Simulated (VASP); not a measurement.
A run of VASP 6.6.1 is set up as follows.

The input INCAR:

```
ALGO = Normal
EDIFF = 1E-7
ENCUT = 520
GGA = PE
ISIF = 2
ISMEAR = -1
LASPH = T
LCHARG = T
LELF = T
LREAL = F
LVHAR = T
LWAVE = F
NBANDS = 11
NELM = 100
PREC = Accurate
SIGMA = 0.02
```

File KPOINTS:

```
k-points
0
Gamma
  8 8 8
```

The input POSCAR:

```
MgS
1.0
   -0.0643875689      2.6015179373      2.6015179373
    2.6015179373     -0.0643875689      2.6015179373
    2.5371303683      2.5371303683      0.0000000000
Mg S
1 1
Direct
    0.0000000000      0.0000000000      0.0000000000
    0.5000000000      0.5000000000      0.5000000000
```

Potentials or basis: VASP PAW PBE potentials, release 64 (Mg, S).

Run with:

```sh
$ cat potpaw_PBE.64/Mg/POTCAR potpaw_PBE.64/S/POTCAR > POTCAR
$ mpirun -np 1 vasp_std > vasp.out
```

Question: What does it give for the band gap on the k mesh?

Answer: 2.45 eV, indirect (least direct gap 3.44 eV).

Question: What does it give for the pressure?

Answer: 0.9 GPa.

Stress tensor (GPa, compression positive):
```
1.00 2.73 0.00
2.73 1.00 0.00
0.00 0.00 0.78
```

A k mesh can miss the band edges.
